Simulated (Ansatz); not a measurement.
## CuO: equation of state with PBE

The system is CuO.

```
Cu O
1.0
     2.83633    0.00000    0.00000
    -1.41816    2.45633    0.00000
     0.00000    0.00000    2.76811
Cu O
1 1
Direct
  0.00000 0.00000 0.00000
  0.66667 0.33333 0.50000
```

Measurements of this composition are mostly on another form, of space group No. 15.

| Property | Result |
| --- | --- |
| Program | Ansatz 0.2.0 |
| Task | equation of state |
| Functional | PBE |
| Potentials or basis | SSSP efficiency PAW |
| Cutoff | 1225 eV |
| Density cutoff | 12245 eV |
| k mesh | 11 × 11 × 10 |
| Occupations | fermi-dirac, width 0.05 eV |
| Spin | no spin polarisation |

```yaml
Equilibrium_volume: 9.62 Å³/atom
Bulk_modulus_at_fixed_shape_and_positions: 170 GPa
Pressure_derivative_of_the_bulk_modulus: 4.8
```

Energy against volume, from the lowest point:
```
volume (Å³/atom)  energy (meV/atom)
           9.064              18.83
           9.257               7.63
           9.450               1.54
           9.643               0.00
           9.836               2.51
          10.028               8.62
          10.221              17.94
```

All runs of the series together: 48 s on 2 threads of Arm Neoverse V1, on a shared host.

Caveat: the cell was scaled at fixed shape and fractional positions, which overstates the stiffness of a crystal with free parameters, most of all of layers and chains; the run has no spin polarisation, though such a crystal can be magnetic.
